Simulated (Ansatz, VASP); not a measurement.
**KI in VASP and in Ansatz**

The input INCAR:

```
SYSTEM = KI
PREC     = Accurate       ! precision mode
ENCUT    = 520            ! plane-wave cutoff, eV
EDIFF    = 1E-7           ! SCF threshold, eV
ISMEAR   = 0              ! smearing method
SIGMA    = 0.02           ! smearing width, eV
LREAL    = .False.        ! projectors in reciprocal space
LASPH    = .True.         ! aspherical terms in the spheres
NELM     = 80             ! most SCF steps
ALGO     = Normal         ! electronic algorithm
ISIF     = 2              ! what is computed and relaxed
LWAVE    = .False.        ! write WAVECAR
LCHARG   = .True.         ! write CHGCAR
GGA      = PE             ! functional
LELF     = .True.         ! ELF
LVHAR    = .True.       
NBANDS   = 15             ! bands
```

File KPOINTS:

```
Automatic mesh
0
Gamma
  6 6 6
  0 0 0
```

Contents of POSCAR:

```
KI
1.0
    0.0000000000      3.4602455153      3.4602455153
    3.4602455153      0.0000000000      3.4602455153
    3.4602455153      3.4602455153      0.0000000000
K I
1 1
Direct
    0.0000000000      0.0000000000      0.0000000000
    0.5000000000      0.5000000000      0.5000000000
```

Input for Ansatz:

```yaml
crystal:
  lattice:
    - [0.0, 3.4602455153, 3.4602455153]
    - [3.4602455153, 0.0, 3.4602455153]
    - [3.4602455153, 3.4602455153, 0.0]
  atoms:
    - { symbol: K, position: [0.0, 0.0, 0.0] }
    - { symbol: I, position: [0.5, 0.5, 0.5] }
basis:
  ecutwfc: 420
kpoints:
  mp_grid: { grid: [6, 6, 6] }
hamiltonian:
  xc: pbe
scf:
  occupations: { method: gaussian, width: 0.02 }
output:
  forces: true
  stress: true
  eigenvalues: true
```

Alike in both runs: task single point; functional PBE; k mesh 6 × 6 × 6; occupations gaussian, width 0.02 eV; no spin polarisation.

|  | VASP | Ansatz |
| --- | --- | --- |
| version | VASP 6.6.1 | Ansatz 0.2.0 |
| potentials or method | VASP PAW PBE potentials, release 64 (K_sv, I) | scalar-relativistic, plane waves, PAW |
| plane-wave cutoff (eV) | 520 | 420 |
| valence electrons in the cell | 16 | 26 |

|  | VASP | Ansatz | Ansatz less VASP |
| --- | --- | --- | --- |
| gap on the k mesh at the Fermi level (eV) | 4.11 | 4.12 | +0.005 |
| least direct gap on the mesh (eV) | 4.11 | 4.12 | +0.005 |
| pressure (GPa) | 1.6 | 1.5 | -0.04 |

With one functional, cell and mesh, what is left measures potentials, basis and numerics. The two sets of potentials don't hold the same shells in valence.

Caveats: spin-orbit coupling is left out, which moves the levels of the heavy elements.
